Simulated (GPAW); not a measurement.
Crystal: AlN.

```xyz
2
Lattice="0.0000 2.0345 2.0345 2.0345 0.0000 2.0345 2.0345 2.0345 0.0000" Properties=species:S:1:pos:R:3 pbc="T T T"
Al    2.0345    2.0345    2.0345
N     0.0000    0.0000    0.0000
```

Measurements of this composition are mostly on another form, of space group No. 186.

Program: GPAW 26.7.0. Alike in all runs: task single point; potentials or basis GPAW PAW data sets (gpaw-data 1.2.1), pw; no spin polarisation; cell as given; smearing fermi-dirac 0.05 eV.

Q: Order these runs on this cell by their band gap on the k mesh, lowest first.
A. level PBEh(alpha); k mesh 4 × 4 × 4; cutoff (eV) 600; maxiter 60; ranks 4; exact-exchange share 0.35; mesh quality coarse
B. level PBE; k mesh 11 × 11 × 11; cutoff (eV) 800; maxiter 150; mesh quality not flagged
C. level PBEh(alpha); k mesh 4 × 4 × 4; cutoff (eV) 600; maxiter 60; ranks 4; exact-exchange share 0.2; mesh quality coarse
D. level PBE0; k mesh 4 × 4 × 4; cutoff (eV) 600; maxiter 60; ranks 4; exact-exchange share 0.25; mesh quality coarse
E. level PBEh(alpha); k mesh 4 × 4 × 4; cutoff (eV) 600; maxiter 60; ranks 4; exact-exchange share 0.5; mesh quality coarse

A: B (4.56 eV), C (6.07 eV), D (6.51 eV), A (7.39 eV), E (8.73 eV).

Caveats: some runs use coarse meshes; exact exchange converges slowly with the k mesh, and this mesh is small (some runs); the density grid can change from cell to cell, which puts small steps into energies and stress (some runs); an odd mesh through Γ misses points on the zone boundary, where band edges often lie (some runs).

A k mesh can miss the band edges, odd and even meshes differently.
